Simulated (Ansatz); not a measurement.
Relaxed structure of HCl on the (111) surface of Ag, one molecule per 29.8 Å² (the molecule's atoms stand last):

```yaml
crystal:
  lattice:
    - [5.86501, 0.00000, 0.00000]
    - [-2.93251, 5.07925, 0.00000]
    - [0.00000, 0.00000, 22.78876]
  atoms:
    - { symbol: Ag, position: [0.33333, 0.16667, 0.35105] }
    - { symbol: Ag, position: [0.33333, 0.66667, 0.35105] }
    - { symbol: Ag, position: [0.83333, 0.16667, 0.35105] }
    - { symbol: Ag, position: [0.83333, 0.66667, 0.35105] }
    - { symbol: Ag, position: [0.66666, 0.33355, 0.45414] }
    - { symbol: Ag, position: [0.66728, 0.83420, 0.45420] }
    - { symbol: Ag, position: [0.16652, 0.33326, 0.45409] }
    - { symbol: Ag, position: [0.16671, 0.83422, 0.45418] }
    - { symbol: Ag, position: [0.00035, 0.50116, 0.55697] }
    - { symbol: Ag, position: [0.00028, 0.00094, 0.55757] }
    - { symbol: Ag, position: [0.50029, 0.50107, 0.55702] }
    - { symbol: Ag, position: [0.49997, 0.00036, 0.55734] }
    - { symbol: Cl, position: [0.10680, 0.23809, 0.71208] }
    - { symbol: H, position: [0.19081, 0.39136, 0.66647] }
```

Computed with DFT PBE, scalar-relativistic, plane waves, PAW (Ansatz). Settings: cutoff 420 eV, Γ-centred mesh 4×4×1 on the computed 14-atom cell, Gaussian smearing of 0.10 eV; no spin polarisation. The cell repeats along c with a dipole correction in the vacuum.

The slab and the molecular layer are also computed alone at these places.

Q: How does the adsorption energy per molecule split into interaction and deformation?

A: E_ads = -0.053 eV: interaction of the rigid parts -0.057 eV, deformation of the slab -0.001 eV, deformation of the molecule with its lateral interactions +0.005 eV.

Q: How much charge moves across the plane at z = 13.95 Å, midway between slab and molecule?

A: No net charge (under 0.01 e); half the integral of |Δρ| is 0.08 e.

Q: How does the density difference (whole less rigid parts, positive where electrons gather), summed over the plane, run along c?

A: (z (Å), Δρ (e/Å)): (6.12, 0.000), (6.27, 0.000), (6.55, -0.001), (6.69, -0.001), (6.84, -0.001), (6.98, -0.001), (7.26, -0.001), (7.41, 0.000), (7.55, 0.000), (7.69, 0.000), (7.98, 0.001), (8.12, 0.001), (8.26, 0.000), (8.55, -0.001), (8.69, -0.001), (8.83, 0.000), (8.97, 0.000), (9.26, 0.001), (9.40, 0.001), (9.54, 0.000), (9.83, 0.000), (9.97, 0.001), (10.11, 0.002), (10.25, 0.003), (10.54, 0.002), (10.68, 0.001), (10.82, 0.000), (10.97, -0.001), (11.25, 0.001), (11.39, 0.002), (11.54, 0.003), (11.82, 0.002), (11.96, 0.000), (12.11, -0.002), (12.25, -0.002), (12.53, 0.003), (12.68, 0.004), (12.82, 0.004), (12.96, 0.004), (13.25, 0.003), (13.39, 0.001), (13.53, 0.000), (13.82, 0.003), (13.96, 0.006), (14.10, 0.009), (14.24, 0.011), (14.53, 0.011), (14.67, 0.007), (14.81, 0.002), (14.96, -0.005), (15.24, -0.016), (15.38, -0.015), (15.52, -0.009), (15.81, 0.003), (15.95, 0.001), (16.09, -0.005), (16.24, -0.011), (16.52, -0.011), (16.66, -0.007), (16.81, -0.003), (17.09, 0.002), (17.23, 0.002), (17.38, 0.002), (17.52, 0.002), (17.80, 0.001), (17.95, 0.001), (18.09, 0.001), (18.23, 0.001), (18.52, 0.000), (18.66, 0.000)